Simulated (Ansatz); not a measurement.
# GaN: the cost of one run

Program: Ansatz 0.2.0. Level of theory: DFT PBE, scalar-relativistic, plane waves, PAW. These are calculated values, not measurements.

3 further runs of the same task are left out: 3 set aside as unsound or not needed.

## 1. The starting structure

The cell holds 35 atoms (Ga17N18): a = 7.653 Å, b = 7.653 Å, c = 7.653 Å, α = 78.22°, β = 78.22°, γ = 78.22°.

The coordinates of this cell stand in the input of its own run.

The host was relaxed before at PBE: a = 3.218 Å, b = 3.218 Å, c = 5.243 Å, α = 90.00°, β = 90.00°, γ = 120.00° (conventional cell), 11.758 Å³/atom.

Places, in fractions of the supercell: a vacancy on Ga at (0.389, 0.389, 0.722). Its neighbours start displaced at random by about 0.03 Å.

## 2. Band edges of the host over the zone

input.yaml

```yaml
crystal:
  lattice:
    - [3.2183571346, 0.0, 0.0]
    - [-1.6091785673, 2.787179037, 0.0]
    - [0.0, 0.0, 5.2431089459]
  atoms:
    - { symbol: Ga, position: [0.6666666667, 0.3333333333, 0.4991348446] }
    - { symbol: Ga, position: [0.3333333333, 0.6666666667, 0.9991348446] }
    - { symbol: "N", position: [0.6666666667, 0.3333333333, 0.8758651554] }
    - { symbol: "N", position: [0.3333333333, 0.6666666667, 0.3758651554] }
basis:
  ecutwfc: 420
  xc_grid: 2
kpoints:
  mp_grid: { grid: [9, 9, 6] }
  band_path: { path: [VBM, CBM], npoints: 2 }
hamiltonian:
  xc: pbe
scf:
  occupations: { method: gaussian, width: 0.02 }
output:
  forces: true
  stress: true
  eigenvalues: true
```

Command:

```bash
ansatz run input.yaml --threads 8 --pin off --max-ram 16384MiB --backend cpu --events-out ev --progress --plain --runs-dir out
```

Q: Estimate wall time and peak memory on 8 threads of Arm Neoverse V1, shared host.

About 1.7 s, with a peak of 0.43 GiB.
